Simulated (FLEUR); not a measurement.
# As (Cmce) in FLEUR: a series of runs, part 2 of 2

FLEUR MaX-R8.1 (later development tree).

**3. Band structure, r2SCAN**

inp.xml reads:

```xml
<?xml version="1.0" encoding="UTF-8" standalone="no"?>
<fleurInput fleurInputVersion="0.39">
   <comment>
      As                                                                                                  
   </comment>
   <calculationSetup>
      <cutoffs Kmax="4.52" Gmax="14.0" GmaxXC="14.0" numbands="0"/>
      <scfLoop itmax="80" minDistance="0.0001" maxIterBroyd="30" imix="Anderson" alpha="0.05" precondParam="0.0" spinf="2.0" sdNocoIR="T"/>
      <coreElectrons ctail="F" frcor="F" kcrel="0" coretail_lmax="0"/>
      <xcFunctional name="LibXC" relativisticCorrections="F">
         <LibXCName exchange="mgga_x_r2scan" correlation="mgga_c_r2scan"/>
         <AuxGGA exchange="117" correlation="130"/>
      </xcFunctional>
      <magnetism jspins="1"/>
      <soc l_soc="F" theta="0.0" phi="0.0" spav="F"/>
      <expertModes spex="0" secvar="F"/>
      <geometryOptimization l_f="F" forcealpha="1.0" forcemix="BFGS" epsdisp="0.00001" epsforce="0.00001"/>
      <ldaU l_linMix="F" mixParam="0.05" spinf="1.0"/>
   </calculationSetup>
   <cell>
      <bzIntegration valenceElectrons="84.0" mode="hist" fermiSmearingEnergy="0.00183747">
         <kPointListSelection listName="default-1"/>
         <!-- k-points included here -->
         <xi:include xmlns:xi="http://www.w3.org/2001/XInclude" href="kpts.xml"> </xi:include>
      </bzIntegration>
      <!-- symmetry operations included here -->
      <xi:include xmlns:xi="http://www.w3.org/2001/XInclude" href="sym.xml"> </xi:include>
      <bulkLattice scale="1.0">
         <bravaisMatrix>
            <row-1>    3.4487501773949996   -10.3934936852999993     0.0000000000000000</row-1>
            <row-2>    3.4487501773949996    10.3934936852999993     0.0000000000000000</row-2>
            <row-3>    0.0000000000000000     0.0000000000000000     8.4470757769619986</row-3>
         </bravaisMatrix>
      </bulkLattice>
   </cell>
   <atomSpecies>
      <species name="Arsenic (As)" element="As" atomicNumber="33">
         <mtSphere radius="2.17" gridPoints="717" logIncrement="0.017"/>
         <atomicCutoffs lmax="9" lnonsphr="9"/>
         <electronConfig flipSpins="F">
            <coreConfig>(1s1/2) (2s1/2) (2p1/2) (2p3/2) (3s1/2)</coreConfig>
            <valenceConfig>(3p1/2) (3p3/2) (4s1/2) (3d3/2) (3d5/2) (4p1/2) (4p3/2)</valenceConfig>
            <stateOccupation state="(4p1/2)" spinUp="0.500000" spinDown="0.500000"/>
            <stateOccupation state="(4p3/2)" spinUp="1.000000" spinDown="1.000000"/>
         </electronConfig>
         <energyParameters s="4" p="4" d="3" f="4"/>
         <lo type="SCLO" l="1" n="3" eDeriv="0"/>
         <lo type="SCLO" l="1" n="3" eDeriv="1"/>
         <lo type="HELO" l="2" n="4" eDeriv="0"/>
         <lo type="HELO" l="2" n="4" eDeriv="1"/>
         <lo type="SCLO" l="0" n="4" eDeriv="2"/>
         <lo type="SCLO" l="3" n="4" eDeriv="2"/>
      </species>
   </atomSpecies>
   <atomGroups>
      <atomGroup species="Arsenic (As)">
         <relPos label="                   1">.3900000000 -.3900000000 -11.000/25.000</relPos>
         <relPos label="                   2">-.1100000000 .1100000000 -.0600000000</relPos>
         <relPos label="                   3">-.3900000000 .3900000000 11.000/25.000</relPos>
         <relPos label="                   4">.1100000000 -.1100000000 .0600000000</relPos>
         <force calculate="T" relaxXYZ="TTT"/>
      </atomGroup>
   </atomGroups>
   <output dos="F" band="F" slice="F">
      <checks vchk="F" cdinf="F"/>
      <bandDOS minEnergy="-.5*Htr" maxEnergy="0.5*Htr" sigma="0.015" storeEVData="T"/>
      <vacuumDOS vacdos="F" integ="F" star="F" nstars="0" locx1="0.0" locy1="0.0" locx2="0.0" locy2="0.0" nstm="0" tworkf="0.0"/>
      <unfoldingBand unfoldBand="F" supercellX="1" supercellY="1" supercellZ="1"/>
      <plotting iplot="0" polar="F">
         <plot TwoD="T" vec1="  1.0  0.0  0.0" vec2="  0.0  1.0  0.0" vec3="  0.0  0.0  1.0" zero="  0.0  0.0  0.0" file="plot"/>
      </plotting>
      <chargeDensitySlicing numkpt="0" minEigenval="0.0" maxEigenval="0.0" nnne="0" pallst="F"/>
      <specialOutput eonly="F"/>
      <moessbauerParams electricFieldGradient="T" isomerShift="T" coreHyperfine="T" valenceHyperfine="T"/>
      <magneticCircularDichroism mcd="F" energyLo="-10.0" energyUp="0.0"/>
   </output>
  <!-- We include the file relax.xml here to enable relaxations (see documentation) -->
  <xi:include xmlns:xi="http://www.w3.org/2001/XInclude" href="relax.xml"> <xi:fallback/> </xi:include>
</fleurInput>
```

crystal.txt reads:

```
As
&input cartesian=F /
1.8250000000  -5.5000000000  0.0000000000
1.8250000000  5.5000000000  0.0000000000
0.0000000000  0.0000000000  4.4700000000
1.8897261246
1.0 1.0 1.0

4
33 0.3900000000  0.6100000000  0.5600000000
33 0.8900000000  0.1100000000  0.9400000000
33 0.6100000000  0.3900000000  0.4400000000
33 0.1100000000  0.8900000000  0.0600000000

&kpt div1=8 div2=8 div3=6 gamma=T /
```

inp.xml (bands) reads:

```
<?xml version="1.0" encoding="UTF-8" standalone="no"?>
<fleurInput fleurInputVersion="0.39">
   <comment>
      As                                                                                                  
   </comment>
   <calculationSetup>
      <cutoffs Kmax="4.52" Gmax="14.0" GmaxXC="14.0" numbands="0"/>
      <scfLoop itmax="80" minDistance="0.0001" maxIterBroyd="30" imix="Anderson" alpha="0.05" precondParam="0.0" spinf="2.0" sdNocoIR="T"/>
      <coreElectrons ctail="F" frcor="F" kcrel="0" coretail_lmax="0"/>
      <xcFunctional name="LibXC" relativisticCorrections="F">
         <LibXCName exchange="mgga_x_r2scan" correlation="mgga_c_r2scan"/>
         <AuxGGA exchange="117" correlation="130"/>
      </xcFunctional>
      <magnetism jspins="1"/>
      <soc l_soc="F" theta="0.0" phi="0.0" spav="F"/>
      <expertModes spex="0" secvar="F"/>
      <geometryOptimization l_f="F" forcealpha="1.0" forcemix="BFGS" epsdisp="0.00001" epsforce="0.00001"/>
      <ldaU l_linMix="F" mixParam="0.05" spinf="1.0"/>
   </calculationSetup>
   <cell>
      <bzIntegration valenceElectrons="84.0" mode="hist" fermiSmearingEnergy="0.00183747">
         <kPointListSelection listName="path-1"/>
         <!-- k-points included here -->
         <xi:include xmlns:xi="http://www.w3.org/2001/XInclude" href="kpts.xml"> </xi:include>
      </bzIntegration>
      <!-- symmetry operations included here -->
      <xi:include xmlns:xi="http://www.w3.org/2001/XInclude" href="sym.xml"> </xi:include>
      <bulkLattice scale="1.0">
         <bravaisMatrix>
            <row-1>    3.4487501773949996   -10.3934936852999993     0.0000000000000000</row-1>
            <row-2>    3.4487501773949996    10.3934936852999993     0.0000000000000000</row-2>
            <row-3>    0.0000000000000000     0.0000000000000000     8.4470757769619986</row-3>
         </bravaisMatrix>
      </bulkLattice>
   </cell>
   <atomSpecies>
      <species name="Arsenic (As)" element="As" atomicNumber="33">
         <mtSphere radius="2.17" gridPoints="717" logIncrement="0.017"/>
         <atomicCutoffs lmax="9" lnonsphr="9"/>
         <electronConfig flipSpins="F">
            <coreConfig>(1s1/2) (2s1/2) (2p1/2) (2p3/2) (3s1/2)</coreConfig>
            <valenceConfig>(3p1/2) (3p3/2) (4s1/2) (3d3/2) (3d5/2) (4p1/2) (4p3/2)</valenceConfig>
            <stateOccupation state="(4p1/2)" spinUp="0.500000" spinDown="0.500000"/>
            <stateOccupation state="(4p3/2)" spinUp="1.000000" spinDown="1.000000"/>
         </electronConfig>
         <energyParameters s="4" p="4" d="3" f="4"/>
         <lo type="SCLO" l="1" n="3" eDeriv="0"/>
         <lo type="SCLO" l="1" n="3" eDeriv="1"/>
         <lo type="HELO" l="2" n="4" eDeriv="0"/>
         <lo type="HELO" l="2" n="4" eDeriv="1"/>
         <lo type="SCLO" l="0" n="4" eDeriv="2"/>
         <lo type="SCLO" l="3" n="4" eDeriv="2"/>
      </species>
   </atomSpecies>
   <atomGroups>
      <atomGroup species="Arsenic (As)">
         <relPos label="                   1">.3900000000 -.3900000000 -11.000/25.000</relPos>
         <relPos label="                   2">-.1100000000 .1100000000 -.0600000000</relPos>
         <relPos label="                   3">-.3900000000 .3900000000 11.000/25.000</relPos>
         <relPos label="                   4">.1100000000 -.1100000000 .0600000000</relPos>
         <force calculate="T" relaxXYZ="TTT"/>
      </atomGroup>
   </atomGroups>
   <output dos="F" band="T" slice="F">
      <checks vchk="F" cdinf="F"/>
      <bandDOS minEnergy="-.5*Htr" maxEnergy="0.5*Htr" sigma="0.015" storeEVData="T"/>
      <vacuumDOS vacdos="F" integ="F" star="F" nstars="0" locx1="0.0" locy1="0.0" locx2="0.0" locy2="0.0" nstm="0" tworkf="0.0"/>
      <unfoldingBand unfoldBand="F" supercellX="1" supercellY="1" supercellZ="1"/>
      <plotting iplot="0" polar="F">
         <plot TwoD="T" vec1="  1.0  0.0  0.0" vec2="  0.0  1.0  0.0" vec3="  0.0  0.0  1.0" zero="  0.0  0.0  0.0" file="plot"/>
      </plotting>
      <chargeDensitySlicing numkpt="0" minEigenval="0.0" maxEigenval="0.0" nnne="0" pallst="F"/>
      <specialOutput eonly="F"/>
      <moessbauerParams electricFieldGradient="T" isomerShift="T" coreHyperfine="T" valenceHyperfine="T"/>
      <magneticCircularDichroism mcd="F" energyLo="-10.0" energyUp="0.0"/>
   </output>
  <!-- We include the file relax.xml here to enable relaxations (see documentation) -->
  <xi:include xmlns:xi="http://www.w3.org/2001/XInclude" href="relax.xml"> <xi:fallback/> </xi:include>
</fleurInput>
```

Potentials or basis: all-electron, FLAPW.

On the command line:

```bash
inpgen -f crystal.txt -profile fastHighL
# inp.xml edited to the form shown
fleur_MPI
fleur_MPI   # second run, on inp.xml (bands)
```

The log of the run:

```text
Welcome to FLEUR        (www.flapw.de)
      MaX-Release 8.1          (www.max-centre.eu)
 func_ids         498         497         498         497
 MetaGGA potential functional detected - V_tau will be computed
 Auxiliary Potential for radial basis: exchange=         117  correlation=         130
The functional 'Re-regularized SCAN exchange by Furness et al' is an exchange functional, it belongs to the 'MGGA' family and is defined in the reference(s):
[1] J. W. Furness, A. D. Kaplan, J. Ning, J. P. Perdew, and J. Sun.,  J. Phys. Chem. Lett. 11, 8208-8215 (2020)
[2] J. W. Furness, A. D. Kaplan, J. Ning, J. P. Perdew, and J. Sun.,  J. Phys. Chem. Lett. 11, 9248-9248 (2020)
The functional 'Re-regularized SCAN correlation by Furness et al' is a correlation functional, it belongs to the 'MGGA' family and is defined in the reference(s):
[1] J. W. Furness, A. D. Kaplan, J. Ning, J. P. Perdew, and J. Sun.,  J. Phys. Chem. Lett. 11, 8208-8215 (2020)
[2] J. W. Furness, A. D. Kaplan, J. Ning, J. P. Perdew, and J. Sun.,  J. Phys. Chem. Lett. 11, 9248-9248 (2020)
 Using same functional for VXC and EXC

 ========== k-point set info ==========
 Selected k-point list: default-1
 k-point list type: mesh
 8 x 8 x 6
 Number of k points: 84

 ------------Calculation Setup---------------------------
 Number of MPI-tasks      :            1
 Number of PE/node        :            1
 Number of OMP-threads    :            1
 Most efficient MPI parallelization for:
           1           2           3           4           6           7          12          14          21          28          42          84
 Additional eigenvalue parallelization possible
 Number of basis functions:         1140
 Approximate size of matrices (H+S) per k-point:         0.019 GB
 --------------------------------------------------------
The functional 'Hammer, Hansen, and Norskov' is an exchange functional, it belongs to the 'GGA' family and is defined in the reference(s):
[1] B. Hammer, L. B. Hansen, and J. K. Nørskov.,  Phys. Rev. B 59, 7413 (1999)
The functional 'Perdew, Burke & Ernzerhof' is a correlation functional, it belongs to the 'GGA' family and is defined in the reference(s):
[1] J. P. Perdew, K. Burke, and M. Ernzerhof.,  Phys. Rev. Lett. 77, 3865 (1996)
[2] J. P. Perdew, K. Burke, and M. Ernzerhof.,  Phys. Rev. Lett. 78, 1396 (1997)
 Using same functional for VXC and EXC
 Using auxiliary GGA potential for the first iteration of MetaGGA calculation.
 Reset of history
 Reset of history
 Iteration:     1   Distance:      20.26544410 me/bohr^3
The functional 'Hammer, Hansen, and Norskov' is an exchange functional, it belongs to the 'GGA' family and is defined in the reference(s):
[1] B. Hammer, L. B. Hansen, and J. K. Nørskov.,  Phys. Rev. B 59, 7413 (1999)
The functional 'Perdew, Burke & Ernzerhof' is a correlation functional, it belongs to the 'GGA' family and is defined in the reference(s):
[1] J. P. Perdew, K. Burke, and M. Ernzerhof.,  Phys. Rev. Lett. 77, 3865 (1996)
[2] J. P. Perdew, K. Burke, and M. Ernzerhof.,  Phys. Rev. Lett. 78, 1396 (1997)
 Using same functional for VXC and EXC
 Iteration:     2   Distance:      19.33835816 me/bohr^3
The functional 'Hammer, Hansen, and Norskov' is an exchange functional, it belongs to the 'GGA' family and is defined in the reference(s):
[1] B. Hammer, L. B. Hansen, and J. K. Nørskov.,  Phys. Rev. B 59, 7413 (1999)
The functional 'Perdew, Burke & Ernzerhof' is a correlation functional, it belongs to the 'GGA' family and is defined in the reference(s):
[1] J. P. Perdew, K. Burke, and M. Ernzerhof.,  Phys. Rev. Lett. 77, 3865 (1996)
[2] J. P. Perdew, K. Burke, and M. Ernzerhof.,  Phys. Rev. Lett. 78, 1396 (1997)
 Using same functional for VXC and EXC
 Iteration:     3   Distance:      18.31097184 me/bohr^3
The functional 'Hammer, Hansen, and Norskov' is an exchange functional, it belongs to the 'GGA' family and is defined in the reference(s):
[1] B. Hammer, L. B. Hansen, and J. K. Nørskov.,  Phys. Rev. B 59, 7413 (1999)
The functional 'Perdew, Burke & Ernzerhof' is a correlation functional, it belongs to the 'GGA' family and is defined in the reference(s):
[1] J. P. Perdew, K. Burke, and M. Ernzerhof.,  Phys. Rev. Lett. 77, 3865 (1996)
[2] J. P. Perdew, K. Burke, and M. Ernzerhof.,  Phys. Rev. Lett. 78, 1396 (1997)
 Using same functional for VXC and EXC
 Iteration:     4   Distance:       3.68362257 me/bohr^3
[... 53 lines left out ...]
[2] J. P. Perdew, K. Burke, and M. Ernzerhof.,  Phys. Rev. Lett. 78, 1396 (1997)
 Using same functional for VXC and EXC
 Iteration:    12   Distance:       0.00089853 me/bohr^3
The functional 'Hammer, Hansen, and Norskov' is an exchange functional, it belongs to the 'GGA' family and is defined in the reference(s):
[1] B. Hammer, L. B. Hansen, and J. K. Nørskov.,  Phys. Rev. B 59, 7413 (1999)
The functional 'Perdew, Burke & Ernzerhof' is a correlation functional, it belongs to the 'GGA' family and is defined in the reference(s):
[1] J. P. Perdew, K. Burke, and M. Ernzerhof.,  Phys. Rev. Lett. 77, 3865 (1996)
[2] J. P. Perdew, K. Burke, and M. Ernzerhof.,  Phys. Rev. Lett. 78, 1396 (1997)
 Using same functional for VXC and EXC
 Iteration:    13   Distance:       0.00081609 me/bohr^3
The functional 'Hammer, Hansen, and Norskov' is an exchange functional, it belongs to the 'GGA' family and is defined in the reference(s):
[1] B. Hammer, L. B. Hansen, and J. K. Nørskov.,  Phys. Rev. B 59, 7413 (1999)
The functional 'Perdew, Burke & Ernzerhof' is a correlation functional, it belongs to the 'GGA' family and is defined in the reference(s):
[1] J. P. Perdew, K. Burke, and M. Ernzerhof.,  Phys. Rev. Lett. 77, 3865 (1996)
[2] J. P. Perdew, K. Burke, and M. Ernzerhof.,  Phys. Rev. Lett. 78, 1396 (1997)
 Using same functional for VXC and EXC
 Iteration:    14   Distance:       0.00007724 me/bohr^3

 ********************************************************************
 Run finished successfully
 Stop message:
   all done
 ********************************************************************
```

It took 13 min on 1 thread of Arm Neoverse V2, shared host; peak memory 0.17 GiB.

Results:

```yaml
Free_energy: -246130.1827 eV
Band_gap_along_the_path: none (metal or under the smearing width)
Valence_electrons_inside_the_program's_atomic_spheres: As 18.80 (radii As 2.17 bohr)
```

Levels at the corners of the path, in eV from the Fermi level:
```
point  band 40  band 41  band 42  band 43  band 44  band 45
    Γ    -2.38    -2.02    -1.17     2.08     2.32     2.70
    X    -2.89    -2.37    -2.04     0.82     0.85     0.89
    S    -2.70    -2.47    -2.47     1.03     1.03     1.24
    R    -4.86    -1.99    -1.99     2.23     2.23     4.84
    A    -4.17    -2.05    -2.05     2.47     2.47     4.74
    Z    -2.16    -0.62    -0.62     1.20     1.20     2.18
    Γ    -2.38    -2.02    -1.17     2.08     2.32     2.70
    Y    -1.81    -1.41    -0.22     0.06     2.21     2.65
   X1    -2.89    -2.37    -2.04     0.82     0.85     0.89
   A1    -4.17    -2.05    -2.05     2.47     2.47     4.74
    T    -2.06    -1.10    -1.10     1.63     1.63     2.00
    Y    -1.81    -1.41    -0.22     0.06     2.21     2.65
    Z    -2.16    -0.62    -0.62     1.20     1.20     2.18
    T    -2.06    -1.10    -1.10     1.63     1.63     2.00
```

Core levels (eV from the Fermi level):
```csv
atom,levels
1 As,"1s1/2 -11711.9, 2s1/2 -1481.1, 2p1/2 -1322.3, 2p3/2 -1285.8, 3s1/2 -185.2"
2 As,"1s1/2 -11711.9, 2s1/2 -1481.1, 2p1/2 -1322.3, 2p3/2 -1285.8, 3s1/2 -185.2"
3 As,"1s1/2 -11711.9, 2s1/2 -1481.1, 2p1/2 -1322.3, 2p3/2 -1285.8, 3s1/2 -185.2"
4 As,"1s1/2 -11711.9, 2s1/2 -1481.1, 2p1/2 -1322.3, 2p3/2 -1285.8, 3s1/2 -185.2"
```

Caveat: the meta-GGA is that of a development version, with a GGA for the radial functions and cores and without core tails.
